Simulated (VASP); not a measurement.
A run of VASP 6.6.1:

File INCAR:

```
SYSTEM = Sn
  ALGO = Fast
  EDIFF = 1E-7
  ENCUT = 520
  GGA = PE
  ISIF = 2
  ISMEAR = 0
  LASPH = .TRUE.
  LCHARG = .FALSE.
  LREAL = .FALSE.
  LWAVE = .FALSE.
  NELM = 80
  PREC = Accurate
  SIGMA = 0.03
```

The input KPOINTS:

```
k-points
0
G
  10 10 10
  0 0 0
```

The input POSCAR:

```
Sn                                      
1.0
    0.0000000000      3.2685833775      3.2685833775
    3.2685833775      0.0000000000      3.2685833775
    3.2685833775      3.2685833775      0.0000000000
  Sn            
     2
Direct
     0.0000000000000000    0.0000000000000000    0.0000000000000000
     0.2500000000000000    0.2500000000000000    0.2500000000000000
```

Contents of KPOINTS_OPT:

```
explicit points
252
Reciprocal
 0.0000000000  0.0000000000  0.0000000000 1
 0.0357142857  0.0000000000  0.0357142857 1
 0.0714285714  0.0000000000  0.0714285714 1
 0.1071428571  0.0000000000  0.1071428571 1
 0.1428571429  0.0000000000  0.1428571429 1
 0.1785714286  0.0000000000  0.1785714286 1
[... 244 lines left out ...]
 0.4872642400  0.0127357600  0.5000000000 1
 0.5127357600 -0.0127357600  0.5000000000 1
```

Potentials or basis: VASP PAW PBE potentials, release 64 (Sn_d).

Command:

```sh
$ cat potpaw_PBE.64/Sn_d/POTCAR > POTCAR
$ mpirun -np 1 vasp_std > vasp.out
```

Hardware: 1 thread of Intel(R) Xeon(R) Platinum 8488C (Sapphire Rapids), with other jobs on the host.

**Question.** Estimate the wall time of this run.

**Answer.** Wall time 2.6 min on 1 thread of Intel(R) Xeon(R) Platinum 8488C (Sapphire Rapids), with other jobs on the host, peak memory 0.25 GiB. Counts: scf iterations 74, k points 47.
